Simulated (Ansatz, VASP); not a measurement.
Pt in VASP and in Ansatz

```xyz
1
Lattice="0.0000 1.9597 1.9597 1.9597 0.0000 1.9597 1.9597 1.9597 0.0000" Properties=species:S:1:pos:R:3 pbc="T T T"
Pt    0.0000    0.0000    0.0000
```

Alike in both runs: functional PBEsol; k mesh 18 × 18 × 18; occupations fermi-dirac, width 0.08 eV; no spin polarisation.

Ansatz relaxed the structure, and its values are those at the end. VASP's run is a single point on that final structure, the one shown.

```csv
,VASP,Ansatz
version,VASP 6.6.1,Ansatz 0.2.0
potentials or method,"VASP PAW PBE potentials, release 64 (Pt)","PAW with Ansatz's default frozen-core files, scalar-relativistic"
plane-wave cutoff (eV),520,420
valence electrons in the cell,10,18
```

|  | VASP | Ansatz | Ansatz less VASP |
| --- | --- | --- | --- |
| pressure (GPa) | -0.5 | 0.0 | +0.42 |

The two sets of potentials don't hold the same shells in valence.

Caveats: the PAW data sets were made with another functional, which shifts forces and pressure a little (VASP). The runs have no spin-orbit coupling, so splittings on Pt are missing.
